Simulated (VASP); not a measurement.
**N: single point with PBE+D3**

The system is N, in a box.

```
N
1.0
    10.50000    0.00000    0.00000
     0.00000   11.00000    0.00000
     0.00000    0.00000   11.50000
N
1
Direct
  0.50000 0.50455 0.50000
```

```
Program             : VASP 6.6.1
Task                : single point
Functional          : PBE
Dispersion          : D3
Potentials or basis : VASP PAW PBE potentials, release 64 (N)
Cutoff              : 400 eV
k mesh              : 1 × 1 × 1
Occupations         : gaussian, width 0.01 eV
Spin                : collinear spin, ferromagnetic start
Starting moments    : [3.1] μB
Fixed moment        : 3 μB
```

- Net moment: 3.00 μB per cell
- Site moments: N +1.90 μB
- Valence electrons inside the program's atomic spheres: N 3.24
- Dispersion energy per atom: 0.000 eV

Wall time 19 s on 4 MPI ranks on Intel(R) Xeon(R) 6975P-C (Granite Rapids) (shared host), peak memory 0.37 GiB a rank.

Caveat: the total moment is fixed, so each spin has its own Fermi level.
